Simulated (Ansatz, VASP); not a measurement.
**One calculation of PbSe, two programs**

The input POSCAR:

```
PbSe
1.0
    0.0000000000      3.0621516472      3.0621516472
    3.0621516472      0.0000000000      3.0621516472
    3.0621516472      3.0621516472      0.0000000000
Pb Se
1 1
Direct
    0.5000000000      0.5000000000      0.5000000000
    0.0000000000      0.0000000000      0.0000000000
```

Contents of INCAR.step1:

```
SYSTEM = PbSe
PREC = Accurate ; ENCUT = 520
ISMEAR = 0 ; SIGMA = 0.05
LREAL = .False. ; LASPH = .True.
NELM = 100 ; NBANDS = 17
GGA = PE ; ALGO = Normal
EDIFF = 1E-4 ; LWAVE = .True.
LCHARG = .False.
```

Contents of INCAR.step2:

```
SYSTEM = PbSe
PREC = Accurate ; ENCUT = 520
EDIFF = 1E-6 ; ISMEAR = 0
SIGMA = 0.05 ; LREAL = .False.
LASPH = .True. ; NELM = 100
ALGO = Normal ; ISIF = 2
LWAVE = .False. ; LCHARG = .False.
METAGGA = R2SCAN ; LMIXTAU = .True.
LUSE_VDW = .True. ; IVDW_NL = 2
BPARAM = 11.95 ; CPARAM = 0.0093
NBANDS = 17 ; ISTART = 1
```

Contents of KPOINTS:

```
regular mesh
0
Gamma
  6 6 6
  0 0 0
```

Input for Ansatz:

```yaml
crystal:
  lattice:
    - [0.0, 3.0621516472, 3.0621516472]
    - [3.0621516472, 0.0, 3.0621516472]
    - [3.0621516472, 3.0621516472, 0.0]
  atoms:
    - { symbol: Pb, position: [0.5, 0.5, 0.5] }
    - { symbol: Se, position: [0.0, 0.0, 0.0] }
basis:
  ecutwfc: 500
  ecutrho_ratio: 4
kpoints:
  mp_grid: { grid: [6, 6, 6] }
hamiltonian:
  xc: r2scan
  dispersion: rvv10
scf:
  occupations: { method: gaussian, width: 0.05 }
output:
  forces: true
  stress: true
  eigenvalues: true
```

Alike in both runs: task single point; functional r2SCAN; dispersion rVV10; k mesh 6 × 6 × 6; occupations gaussian, width 0.05 eV; no spin polarisation.

|  | VASP | Ansatz |
| --- | --- | --- |
| version | VASP 6.6.1 | Ansatz 0.2.0 |
| potentials or method | VASP PAW PBE potentials, release 64 (Pb_d, Se) | scalar-relativistic, plane waves, PAW |
| plane-wave cutoff (eV) | 520 | 500 |
| valence electrons in the cell | 20 | 30 |

Ansatz gave:

```
gap on the k mesh at the Fermi level (eV) : 0.54
least direct gap on the mesh (eV)         : 0.54
pressure (GPa)                            : 0.4
```

**Question.** What did VASP give for the same quantities?

**Answer.** gap on the k mesh at the Fermi level (eV): 0.54; least direct gap on the mesh (eV): 0.54; pressure (GPa): 0.6.

The two sets of potentials don't hold the same shells in valence.

Caveats: the PAW data sets were made with another functional, which shifts forces and pressure a little (VASP); spin-orbit coupling is left out, which as a rule narrows the gap of such compounds by several tenths of an eV. A k mesh can miss the band edges.
